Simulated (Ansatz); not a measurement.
The system is HfO2.

```
Hf O
1.0
     5.08032    0.00000    0.00000
     0.00000    5.16487    0.00000
     0.00000    0.00000    4.89088
Hf O
4 8
Direct
  0.22259 0.78180 0.27207
  0.72259 0.71820 0.72793
  0.77741 0.21820 0.27207
  0.27741 0.28180 0.72793
  0.18682 0.16365 0.10453
  0.68682 0.33635 0.89547
  0.81318 0.83635 0.10453
  0.31318 0.66365 0.89547
  0.00000 0.50000 0.48905
  0.50000 0.00000 0.51095
  0.00000 0.00000 0.57562
  0.50000 0.50000 0.42438
```

The cell comes from a database or a generator and needn't be the stable form of this composition.

| Property | Result |
| --- | --- |
| Program | Ansatz 0.2.0 |
| Task | relaxation of cell and atoms |
| Functional | BLYP |
| Dispersion | D3(BJ) |
| Potentials or basis | Ansatz PAW |
| Cutoff | 420 eV (not typed: the program's choice for these potentials) |
| k mesh | 5 × 5 × 6 |
| Occupations | fermi-dirac, width 0.05 eV |
| Spin | no spin polarisation |

At the start: volume 10.69 Å³/atom.

How do energy, volume and symmetry change on relaxing?

It ends after 9 steps and the volume is 11.04 Å³/atom (+3.2 %); space group P2_12_12 (No. 18, to 0.05 Å).

Step by step:
| step | energy change (eV) | largest force (eV/Å) | volume (Å³) |
| --- | --- | --- | --- |
| 1 | 0.0000 | 0.2619 | 128.33 |
| 2 | -0.0664 | 0.0773 | 133.32 |
| 3 | -0.0782 | 0.0720 | 132.27 |
| 4 | -0.0795 | 0.0258 | 132.26 |
| 5 | -0.0796 | 0.0194 | 132.25 |
| 6 | -0.0797 | 0.0023 | 132.24 |
| 7 | -0.1071 | 0.0037 | 132.24 |
| 8 | -0.1061 | 0.0009 | 132.43 |
| 9 | -0.1073 | 0.0013 | 132.43 |

Final structure:
```
Hf O
1.0
     5.13650    0.00000    0.00000
     0.00000    5.21317    0.00000
     0.00000    0.00000    4.94548
Hf O
4 8
Direct
  0.22271 0.78121 0.27112
  0.72271 0.71879 0.72888
  0.77729 0.21879 0.27112
  0.27729 0.28121 0.72888
  0.18598 0.16449 0.10404
  0.68598 0.33551 0.89596
  0.81402 0.83551 0.10404
  0.31402 0.66449 0.89596
  0.00000 0.50000 0.48994
  0.50000 0.00000 0.51006
  0.00000 0.00000 0.57672
  0.50000 0.50000 0.42328
```

Caveat: the plane-wave basis is chosen anew once the cell has moved, so the energies of steps on either side of that aren't comparable; the pressure holds a Pulay correction of +1.0 GPa for the finite cutoff; the PAW data sets come from PBE, with cores solved anew for the run's functional, which leaves a small shift of forces and pressure.
